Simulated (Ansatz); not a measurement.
ZrC:

```xyz
4
Lattice="3.3915 0.0000 0.0000 -1.6957 2.9371 0.0000 0.0000 0.0000 5.2901" Properties=species:S:1:pos:R:3 pbc="T T T"
Zr    1.6957    0.9790    3.9675
Zr    0.0000    1.9581    1.3225
C     0.0000    0.0000    2.6450
C     0.0000    0.0000    0.0000
```

The cell comes from a database or a generator and needn't be the stable form of this composition.

Program: Ansatz 0.2.0. Alike in all runs: task band structure; potentials or basis Ansatz PAW; cell as given; k mesh 9 × 9 × 5; smearing fermi-dirac 0.05 eV.

Order these runs on this cell by their pressure, lowest first.
A. level r2SCAN; spin off; cutoff (eV) 500
B. level LDA; spin off; cutoff (eV) 420
C. level PBEsol; spin SOC, no magnetisation; cutoff (eV) 420

B (-11.8 GPa), C (-7.8 GPa), A (-2.3 GPa).

Caveats: the PAW data sets come from PBE, with cores solved anew for the run's functional, which leaves a small shift of forces and pressure.
